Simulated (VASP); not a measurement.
Here is a VASP 6.6.1 calculation.

INCAR

```
SYSTEM = BaF2
PREC = Accurate ; ENCUT = 500
EDIFF = 1E-7 ; ISMEAR = 0
SIGMA = 0.02 ; LREAL = .False.
LASPH = .True. ; NELM = 60
ALGO = Normal ; ISIF = 2
LWAVE = .False. ; LCHARG = .True.
GGA = PE ; LELF = .True.
LVHAR = .True. ; NBANDS = 19
```

Contents of KPOINTS:

```
Automatic mesh
0
Gamma
  3 3 3
  0 0 0
```

POSCAR

```
BaF2
1.0
    0.0000000000      3.1000500000      3.1000500000
    3.1000500000      0.0000000000      3.1000500000
    3.1000500000      3.1000500000      0.0000000000
Ba F
1 2
Direct
    0.0000000000      0.0000000000      0.0000000000
    0.7500000000      0.7500000000      0.7500000000
    0.2500000000      0.2500000000      0.2500000000
```

Potentials or basis: VASP PAW PBE potentials, release 64 (Ba_sv_GW, F_GW).

The run is started by

```sh
$ cat potpaw_PBE.64/Ba_sv_GW/POTCAR potpaw_PBE.64/F_GW/POTCAR > POTCAR
$ mpirun -np 1 vasp_std > vasp.out
```

What does it give for the band gap on the k mesh?

6.90 eV, indirect (least direct gap 6.92 eV).

Caveat: the k mesh is coarse (spacing up to 0.59 Å⁻¹), so the values aren't converged; spin-orbit coupling is left out, which moves the levels of the heavy elements; an odd mesh through Γ misses points on the zone boundary, where band edges often lie. A hybrid or GW would open this gap; PBE tends to underestimate it.
